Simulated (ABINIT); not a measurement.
Crystal: SnSe2.

```
CELL_PARAMETERS angstrom
3.81100 0.00000 0.00000
-1.90550 3.30042 0.00000
0.00000 0.00000 6.13600
ATOMIC_POSITIONS crystal
Sn 0.00000 0.00000 0.00000
Se 0.66667 0.33333 0.75100
Se 0.33333 0.66667 0.24900
```

Base run:

| Quantity | Value |
| --- | --- |
| Program | ABINIT 10.8.3 (patched build) |
| Functional | PBEsol |
| Potentials or basis | PseudoDojo NC SR PBEsol v0.4.1 standard |
| Cutoff | 1061 eV |
| k mesh | 6 × 6 × 4 |
| Occupations | fermi-dirac, width 0.05 eV |
| Spin | no spin polarisation |

Its results: band gap on the k mesh 0.72 eV, indirect (least direct gap 0.97 eV); pressure 2.4 GPa; largest force 0.621 eV/Å.

Task: The run is repeated on the same cell with these changes: functional from PBEsol to LDA; potentials or basis from PseudoDojo NC SR PBEsol v0.4.1 standard to PseudoDojo NC SR LDA v0.4.1 standard; cutoff from 1061 eV to 1088 eV. What comes out?

Result: Band gap on the k mesh 0.66 eV, indirect (least direct gap 0.84 eV); pressure 0.8 GPa; largest force 0.486 eV/Å.

Caveats: spin-orbit coupling is left out, which moves the levels of the heavy elements; this functional lacks dispersion, which binds the layers, so the pressure and a relaxed spacing across them are unreliable (some runs).

A k mesh can miss the band edges.
